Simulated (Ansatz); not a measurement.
The structure comes from a relaxation in the same program, started in the hcp type, and has space group P6_3/mmc. Whether it is a known phase or the ground state wasn't checked.

Input and log of a run on F: DFT, PBE, all-electron LAPW, scalar-relativistic (Ansatz 0.2.0).

```yaml
crystal:
  lattice:
    - [2.9034933393, 0.0, 0.0]
    - [-1.4517466697, 2.5144989916, 0.0]
    - [0.0, 0.0, 2.9206669336]
  atoms:
    - { symbol: F, position: [0.3333333333, 0.6666666667, 0.25] }
    - { symbol: F, position: [0.6666666667, 0.3333333333, 0.75] }
kpoints:
  mp_grid: { grid: [19, 19, 10] }
  band_path:
    path:
      - [0.0, 0.0, 0.0]
      - [0.5, 0.0, 0.0]
      - [0.3333333333, 0.3333333333, 0.0]
      - [0.0, 0.0, 0.0]
      - [0.0, 0.0, 0.5]
      - [0.5, 0.0, 0.5]
      - [0.3333333333, 0.3333333333, 0.5]
      - [0.0, 0.0, 0.5]
      - [0.5, 0.0, 0.5]
    npoints: 8
scf:
  occupations: { method: fermi_dirac, width: 0.08 }
hamiltonian:
  xc: pbe
  pseudopotentials: { kind: all_electron, lapw: { basis_error: 0.0005 } }
output:
  forces: true
  stress: true
  eigenvalues: true
  populations: true
  dos: { projected: true, de: 0.2, e_range: [-14, 8] }
```

The log:

```
F: projections on atomic orbitals take those of the free atom 1s2 2s2 2p5, of charge +0.00 (hamiltonian.pseudopotentials.projection_atoms)
LAPW: plane waves up to 9.000 Å⁻¹, error target 5.0e-4 eV per atom; small_component_spin mean_spin; F in spheres of 1.112 Å, 7 of its electrons in bands, Dirac shells []
Engine: ansatz 0.2.0
Pseudopotentials: kind: all_electron
Pseudopotential: F, LAPW, valence charge 7, Koelling and Harmon's equation, gaussian nucleus
Functional definition: PBE
  parameter kappa = 0.804
  parameter beta = 0.06672455060314922
  exchange = pbe_x(kappa = kappa, mu = beta*pi^2/3)
  correlation = pbe_c(beta = beta)
Crystal: 2 atoms, lattice volume = 21.323 Å³
Basis set: ecut = 308.6156650930193 eV, 255 PW (Γ), exchange–correlation at level 2
Bands: 11, of which v1, the nominal top of the filled ones, is band 7 counted from 1 (6 counted from 0)
Symmetry: 24 space group operations
Space group: P63/mmc (ITA 194), of the structure as read, at distance tolerance 2.8e-5 Å
k-points: 240 of 3610
Non-local potential: F, projectors of the file, none
Initial density: superposition of atomic densities (chi_scale 0.1, normalization cell)
Initial wavefunctions: plane waves of lowest kinetic energy (no species holds an atomic orbital)
Functional: x = pbe(κ = 0.804, μ = 0.2195149727645171), c = pbe(β = 0.06672455060314922)
iter 1 solved again at ethr=4.64e-5 eV; its pass at ethr=1.00e-1 eV (dr2=6.50e-3 eV) is discarded
SCF iter   1: F=—  HF=-5430.323585 eV  |F-HF|=—  |Δ(HF+E_count)|=         —  Δρ=8.49e-3  dr2=6.51e-3  ethr=4.64e-5  ⟨swp⟩=3.1  Hψ=19453  notcnv=0
preconditioner: auto → LDOS  [metal: Δε(μ)=0.003 eV  Ē_g=21.952 eV  σ=0.080 eV  W_gap=0.01  n_scr=8 (ndim 8)  ℏωp=30.1 eV  f_vac=0.067  D(μ)=4.00/eV (n_scr^D=70)  β→1.0]
SCF iter   2: F=—  HF=-5430.313342 eV  |F-HF|=—  |Δ(HF+E_count)|=   1.02e-2  Δρ=5.81e-3  dr2=3.29e-3  ethr=4.64e-5  ⟨swp⟩=2.0  Hψ=8159  notcnv=0
iter 3 solved again at ethr=9.95e-8 eV; its pass at ethr=2.35e-5 eV (dr2=1.39e-5 eV) is discarded
SCF iter   3: F=—  HF=-5430.302837 eV  |F-HF|=—  |Δ(HF+E_count)|=   1.05e-2  Δρ=3.20e-4  dr2=1.39e-5  ethr=9.95e-8  ⟨swp⟩=2.0  Hψ=12960  notcnv=0
SCF iter   4: F=—  HF=-5430.302995 eV  |F-HF|=—  |Δ(HF+E_count)|=         —  Δρ=3.62e-5  dr2=1.66e-7  ethr=9.93e-8  ⟨swp⟩=3.0  Hψ=8096  notcnv=0
the basis was enlarged: its passes take 80.2 KiB over the memory plan, 1 of 1 planned eigensolver slots
SCF iter   5: F=—  HF=-5430.302997 eV  |F-HF|=—  |Δ(HF+E_count)|=   1.46e-6  Δρ=1.23e-5  dr2=1.78e-8  ethr=1.19e-9  ⟨swp⟩=2.5  Hψ=7628  notcnv=0
SCF iter   6: F=-5430.302997 eV  HF=-5430.302997 eV  |F-HF|=9.29e-9  |Δ(HF+E_count)|=   8.70e-8  Δρ=1.70e-6  dr2=2.66e-10  ethr=1.27e-10  ⟨swp⟩=2.7  Hψ=7686  notcnv=0
SCF 1 converged in 6 iterations: F = -5430.302997 eV  dr2 = 2.66e-10
NSCF: frozen V_eff on 65 k-points
SCF converged after 6 iterations
Free energy (F): -5430.302997 eV
Harris-Foulkes:  -5430.302997 eV  (|F-HF|=9.29e-9)
Internal energy: -5430.214912 eV  (E = F + TS)
E sigma→0 (E₀):  -5430.258955 eV
Entropy (-TS):   -0.088085 eV (-44.042 meV/atom)
Fermi energy:    -1.072729 eV
--- Per-component energies (eV) ---
  E_band       = -116.048374
  E_kinetic    = 5426.041586
  E_xc         = -557.408766
  E_electrostatic = -10298.847732  (all electrons and nuclei)
  E_smearing   = -0.088085  (= −TS)
  E_closure    = 0.000000  (closes the sum)
  E_atoms      = -5428.364096  (free atoms, spherical and without spin; not in F)
  Σ components = -5430.302997   (vs F -5430.302997, Δ=0.00e0)
  Basis errors (estimates in eV, not in F): energy 1.6e-4 per atom: plane waves 1.5e-4 (8.0e-5 summed), levels above the bands 6.7e-124, relativity 1.6e-9, radial functions 1.3e-5, core shells 2.0e-8; eigenvalues (radial functions only) 3.4e-4; not estimated: angular momenta, meshes, grids; target (lapw.basis_error) 5.0e-4; muffin-tin radii F 1.112 Å
--- Forces (eV/Å), atoms counted from 1 ---
  atom   1  F      0.00000000     0.00000000     0.00000000
  atom   2  F     -0.00000000    -0.00000000    -0.00000000
  max |Σ_I F_I| component: 1.16e-18 eV/Å
--- Stress (GPa, compression-positive) ---
       -0.000640      -0.000000      -0.000000
        0.000000      -0.000640      -0.000000
       -0.000000      -0.000000      -0.080582
  P = ⅓ Tr σ = -0.0273 GPa (-0.273 kbar)
--- Band table (eV; the first three rows and the last of 240) ---
  k-point 0: bands = ["-23.1951", "-20.2338", "-4.1902", "-2.9938", "-2.9938", "-1.2645", "-1.2645", "-0.6289", "11.4155", "18.7242", "25.2959"]
  k-point 1: bands = ["-23.1272", "-20.3094", "-4.1629", "-2.9479", "-2.9479", "-1.3013", "-1.3013", "-0.7936", "11.6482", "18.7071", "25.2478"]
  k-point 2: bands = ["-22.9286", "-20.5288", "-4.0662", "-2.8155", "-2.8155", "-1.4104", "-1.4104", "-1.2361", "12.2999", "18.5123", "25.1665"]
  k-point 239: bands = ["-21.4083", "-21.4083", "-5.0327", "-5.0327", "-3.0049", "-3.0049", "-0.5770", "-0.5770", "18.1685", "18.1685", "22.4357"]
--- Löwdin populations: 2 sites ---
  site symbol       q [e]
     0      F      8.9984
     1      F      8.9984
  spilling = 0.000176 (of n_electrons = 18.000000)
```
